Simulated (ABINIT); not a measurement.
Band structure of InN (P6_3mc, 4 atoms in the cell).

```yaml
crystal:
  lattice:
    - [3.55879, 0.00000, 0.00000]
    - [-1.77939, 3.08200, 0.00000]
    - [0.00000, 0.00000, 5.74575]
  atoms:
    - { symbol: In, position: [0.66667, 0.33333, 0.50048] }
    - { symbol: In, position: [0.33333, 0.66667, 0.00048] }
    - { symbol: N, position: [0.66667, 0.33333, 0.87952] }
    - { symbol: N, position: [0.33333, 0.66667, 0.37952] }
```

Level of theory: PBE, PAW (JTH v2.0 PBE PAW) (plane waves; ABINIT 10.0.3).

Settings: pseudos = [In.GGA_PBE-JTH.xml, N.GGA_PBE-JTH.xml]; ecut = 707 eV; pawecutdg = 1415 eV; pawxcdev = 0; ixc = 11; occopt = 3; tsmear = 0.00367493 Ha; ngkpt = 7 7 4; nshiftk = 1; shiftk = 0 0 0; potentials = JTH v2.0 PBE PAW; kptopt = 1; nstep = 60.

The starting cell comes from a database of computed structures (which also holds hypothetical and non-ambient phases and stackings), without a prior relaxation at this level. Its lattice was rescaled by a random factor within 2.5 % of one. The run gives no clean gap (levels at the Fermi energy touch, overlap or are partly filled at this smearing), which alone does not show that the compound is a metal.

Levels in eV from the Fermi level, bands 15 to 22:
```tsv
point	15	16	17	18	19	20	21	22
Γ	-1.05	-0.50	-0.20	-0.19	-0.19	2.52	6.63	8.81
M	-3.52	-2.47	-1.85	-1.05	3.57	4.25	5.07	6.11
K	-4.36	-2.50	-2.50	-2.27	4.75	5.45	5.45	6.50
A	-0.62	-0.62	-0.62	-0.62	2.10	2.10	6.80	6.80
L	-1.79	-1.79	-1.71	-1.71	3.20	3.20	6.25	6.25
H	-3.43	-3.43	-1.41	-1.41	4.94	4.94	5.90	5.90
```

Bands cross the Fermi level along this path, so the cell is metallic at this level.
